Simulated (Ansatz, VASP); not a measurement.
Two plane-wave programs on AlO

```
CELL_PARAMETERS angstrom
2.78172 0.00000 0.00000
0.00000 2.78172 0.00000
0.00000 0.00000 2.78172
ATOMIC_POSITIONS crystal
Al 0.50000 0.50000 0.50000
O 0.00000 0.00000 0.00000
```

Alike in both runs: task relaxation of cell and atoms; functional PBE; k mesh 6 × 6 × 6; occupations gaussian, width 0.1 eV; no spin polarisation.

```csv
,VASP,Ansatz
version,VASP 6.6.1,Ansatz 0.2.0
potentials or method,"VASP PAW PBE potentials, release 64 (Al, O)","scalar-relativistic, plane waves, PAW"
plane-wave cutoff (eV),600,420
valence electrons in the cell,9,9
```

```csv
,VASP,Ansatz,Ansatz less VASP
"gap on the k mesh at the Fermi level, each at its own relaxed structure (eV)",none,none,-
relaxed volume (Å³/atom),10.57,10.64,+0.063
relaxed cell length with the largest relative difference (Å),2.765,2.771,+0.0055
```

A gap of «none» marks a metal or a gap that the smearing closes.

Caveats: the k mesh is coarse (spacing up to 0.38 Å⁻¹), so the values aren't converged; an odd number of electrons without spin polarisation forces a metal; a magnetic or distorted state may lie lower.
